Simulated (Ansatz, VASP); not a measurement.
One calculation of Ca, two programs

```
Ca
1.0
    -2.10939    2.10939    2.10939
     2.10939   -2.10939    2.10939
     2.10939    2.10939   -2.10939
Ca
1
Direct
  0.00000 0.00000 0.00000
```

Alike in both runs: functional LDA; k mesh 14 × 14 × 14; occupations gaussian, width 0.1 eV; no spin polarisation.

Ansatz relaxed the structure, and its values are those at the end. VASP's run is a single point on that final structure, the one shown.

|  | VASP | Ansatz |
| --- | --- | --- |
| version | VASP 6.6.1 | Ansatz 0.2.0 |
| potentials or method | VASP PAW LDA potentials, release 64 (Ca_sv) | scalar-relativistic, plane waves, PAW |
| plane-wave cutoff (eV) | 520 | 420 |
| valence electrons in the cell | 10 | 10 |

|  | VASP | Ansatz | Ansatz less VASP |
| --- | --- | --- | --- |
| gap on the k mesh at the Fermi level (eV) | none | none | - |
| pressure (GPa) | 0.0 | 0.0 | -0.01 |

A gap of «none» marks a metal or a gap that the smearing closes.
